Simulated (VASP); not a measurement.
Input for VASP

### INCAR
```
SYSTEM = CsCl
PREC = Accurate
ENCUT = 400
EDIFF = 1E-6
NELM = 100
ALGO = Normal
LREAL = .FALSE.
LASPH = .TRUE.
ISMEAR = 0
SIGMA = 0.05
GGA = PE
LMAXMIX = 4
LWAVE = .FALSE.
LCHARG = .FALSE.
ISIF = 2
ISPIN = 2
MAGMOM = 1.0 1.0 1.0 1.0
```

### KPOINTS
```
Automatic mesh
0
Gamma
5 5 5
0 0 0
```

**POSCAR**
```
CsCl
1
    4.1200000000     0.0000000000     0.0000000000
    0.0000000000     4.1200000000     0.0000000000
    0.0000000000     0.0000000000     4.1200000000
Cs Cl
1 1
Direct
  0.0000000000   0.0000000000   0.0000000000
  0.5000000000   0.5000000000   0.5000000000
```

POTCAR, in this order: Cs_sv Cl (PBE.64 set). Program: vasp_std.

**Question.** One choice in this input is risky. Which, and does it do harm here?

**Answer.** The risk: MAGMOM holds more values than there are atoms. Here it does no harm: the run (PBE GGA, plane waves, VASP's PBE PAW potentials (set 64)) converges to the same energy and pressure as with the safe setting.
**OSZICAR**
```
       N       E                     dE             d eps       ncg     rms          rms(c)
DAV:   1     0.839905802356E+02    0.83991E+02   -0.60110E+03   520   0.859E+02
DAV:   2    -0.707832441457E+00   -0.84698E+02   -0.79868E+02   791   0.168E+02
DAV:   3    -0.651629189188E+01   -0.58085E+01   -0.57926E+01   665   0.489E+01
DAV:   4    -0.657002109393E+01   -0.53729E-01   -0.53720E-01   605   0.586E+00
DAV:   5    -0.657074728600E+01   -0.72619E-03   -0.72611E-03   670   0.674E-01    0.482E+00
DAV:   6    -0.655313284289E+01    0.17614E-01   -0.65697E-01   620   0.489E+00    0.197E+00
DAV:   7    -0.652596922697E+01    0.27164E-01   -0.16584E-01   623   0.236E+00    0.134E+00
DAV:   8    -0.652433710005E+01    0.16321E-02   -0.20094E-02   630   0.993E-01    0.700E-01
DAV:   9    -0.652505489297E+01   -0.71779E-03   -0.45800E-03   615   0.526E-01    0.295E-01
DAV:  10    -0.652551872157E+01   -0.46383E-03   -0.60113E-04   635   0.198E-01    0.102E-01
DAV:  11    -0.652569973373E+01   -0.18101E-03   -0.20387E-04   595   0.120E-01    0.538E-02
DAV:  12    -0.652577266066E+01   -0.72927E-04   -0.68578E-05   575   0.726E-02    0.148E-02
DAV:  13    -0.652577513548E+01   -0.24748E-05   -0.22108E-06   663   0.121E-02    0.459E-03
DAV:  14    -0.652577549047E+01   -0.35499E-06   -0.69536E-07   468   0.730E-03
   1 F= -.65257755E+01 E0= -.65257755E+01  d E =-.377617E-12  mag=    -0.0000
```

The compound is CsCl in the CsCl type structure. The cell was not relaxed at this level.
